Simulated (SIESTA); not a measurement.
## MgSe under changes of volume

One of the cells (20.651 Å³/atom); the others are scaled copies at fixed shape and fractional positions:

```
Se Mg
1.0
     0.00000    2.74355    2.74355
     2.74355    0.00000    2.74355
     2.74355    2.74355    0.00000
Se Mg
1 1
Direct
  0.50000 0.50000 0.50000
  0.00000 0.00000 0.00000
```

| Property | Result |
| --- | --- |
| Program | SIESTA 5.4.2 |
| Functional | PBEsol |
| Potentials or basis | PseudoDojo 0.4 standard (PBEsol files) |
| Basis | DZP (energy shift 0.003 Ry; two zetas on semicore shells) |
| Grid cutoff | 800 Ry |
| Energy shift | 0.003 Ry |
| k mesh | 8 × 8 × 8 |
| Occupations | fermi-dirac, width 0.05 eV |
| Spin | no spin polarisation |

| volume (Å³/atom) | energy over the lowest point (meV/atom) | pressure (GPa) | gap on the mesh (eV) |
| --- | --- | --- | --- |
| 19.031 | 35.61 | 6.9 | 1.96 |
| 19.436 | ? | ? | ? |
| 19.841 | 9.72 | 3.4 | 1.90 |
| 20.651 | 0.00 | 0.5 | 1.85 |
| 21.056 | 1.30 | -0.8 | 1.82 |
| 21.461 | 4.61 | -1.8 | 1.79 |

Q: What does the run at 19.436 Å³/atom give?

A: Energy over the lowest point 20.52 meV/atom; pressure 5.1 GPa; gap on the mesh 1.93 eV.

Worked out: A Birch-Murnaghan fit of order 3 (a polynomial in V^(-2/3)) to the other rows has its minimum at 20.77 Å³/atom with B0 = V·E''(V) = 67 GPa and B' = 3.9. It gives 20.33 meV/atom at 19.436 Å³/atom, against the run's 20.52, and -dE/dV = 5.1 GPa, against 5.1. A straight line through the other rows of the gap, of slope -1.39 eV per unit of ln V, gives 1.93 eV, against the run's 1.93.

Energies are extrapolated to zero smearing.

Caveats: the basis of atomic orbitals isn't converged, which shifts pressures, moduli and gaps.

A mesh can miss the band edges. Spin-orbit coupling on Se is left out.
